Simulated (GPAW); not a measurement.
A run of GPAW 26.7.0:

run.py

```python
import numpy as np
from ase import Atoms
from ase.dft.bandgap import bandgap
from ase.io import write
from gpaw import GPAW, PW, setup_paths
from gpaw.response.df import DielectricFunction

setup_paths.insert(0, '.')

atoms = Atoms(['Hf'],
              cell=[[-1.805, 1.805, 1.805],
                    [1.805, -1.805, 1.805],
                    [1.805, 1.805, -1.805]],
              scaled_positions=[[0.0, 0.0, 0.0]],
              pbc=True)

calc = GPAW(mode=PW(400),
            xc='AM05',
            kpts={'size': (8, 8, 8), 'gamma': True},
            occupations={'name': 'fermi-dirac', 'width': 0.05},
            nbands=14,
            convergence={'density': 1e-06},
            maxiter=60,
            txt='gpaw.txt')
atoms.calc = calc
energy = atoms.get_potential_energy()
calc.write('gs.gpw')
write('result.traj', atoms)
print(f'Energy: {energy:.6f} eV')
print('Fermi level:', round(calc.get_fermi_level(), 4), 'eV')
print(f'Gap: {bandgap(calc)[0]:.4f} eV, direct: {bandgap(calc, direct=True)[0]:.4f} eV')

dense = calc.fixed_density(kpts={'size': (26, 26, 26), 'gamma': True},
                           nbands=28, convergence={'bands': 22, 'eigenstates': 1e-7},
                           update_fermi_level=True, txt='dense.txt')
dense.write('dense.gpw', mode='all')

df = DielectricFunction('dense.gpw', frequencies={'type': 'nonlinear', 'domega0': 0.1, 'omega2': 10},
                        eta=0.3, ecut=40, nbands=22, txt='df.txt')
for i, q_c in enumerate([[0.3461538462, 0.3461538462, 0.0], [0.3846153846, 0.3846153846, 0.0]]):
    eels0, eels = df.get_eels_spectrum(xc='RPA', q_c=q_c, filename=f'eels_{i}.csv')
    q = np.linalg.norm(2 * np.pi * np.array(q_c) @ atoms.cell.reciprocal())
    w = df.get_frequencies()
    print(f'|q| = {q:.4f} 1/A: loss peak at {w[eels[w < 45].argmax()]:.3f} eV (below 45 eV)')
```

Potentials or basis: PAW data sets generated in the run's folder for this functional, pw.

Command:

```sh
$ gpaw-setup -f AM05 Hf
$ OMP_NUM_THREADS=1 python run.py
```

Hardware: 1 thread of Arm Neoverse V1, with other jobs on the host.

**Question.** Estimate the wall time of this run.

**Answer.** Run time: 4.4 min on 1 thread of Arm Neoverse V1, on a shared host, peak memory 0.38 GiB. Counts: scf iterations 16, plane waves 438, bands 14, k points 29.
